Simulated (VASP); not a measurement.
A run of VASP 6.6.1 is set up as follows.

The input INCAR:

```
ALGO = Fast ; EDIFF = 1E-6
ENCUT = 520 ; GGA = PE
ISIF = 2 ; ISMEAR = 0
LASPH = True ; LCHARG = True
LELF = True ; LREAL = False
LVHAR = True ; LWAVE = False
NBANDS = 17 ; NELM = 80
PREC = Accurate ; SIGMA = 0.1
```

KPOINTS

```
k-points
0
Gamma
  12 12 12
```

The input POSCAR:

```
TaH5
1.0
    3.4278169417      0.0000000000      0.0000000000
   -1.7139084708      2.9685765511      0.0000000000
    0.0000000000      0.0000000000      2.9955151348
Ta H
1 5
Direct
    0.0000000000      0.0000000000      0.0000000000
    0.5000000000      0.0000000000      0.5000000000
    0.5000000000      0.5000000000      0.5000000000
    0.0000000000      0.5000000000      0.5000000000
    0.3333333333      0.6666666667      0.0000000000
    0.6666666667      0.3333333333      0.0000000000
```

Potentials or basis: VASP PAW PBE potentials, release 64 (Ta_pv, H).

Launch:

```bash
$ cat potpaw_PBE.64/Ta_pv/POTCAR potpaw_PBE.64/H/POTCAR > POTCAR
$ mpirun -np 1 vasp_std > vasp.out
```

(1) What does it give for the pressure?

(2) Predict the band gap on the k mesh.

Results:

(1) 0.0 GPa.

(2) none (metal or under the smearing width).
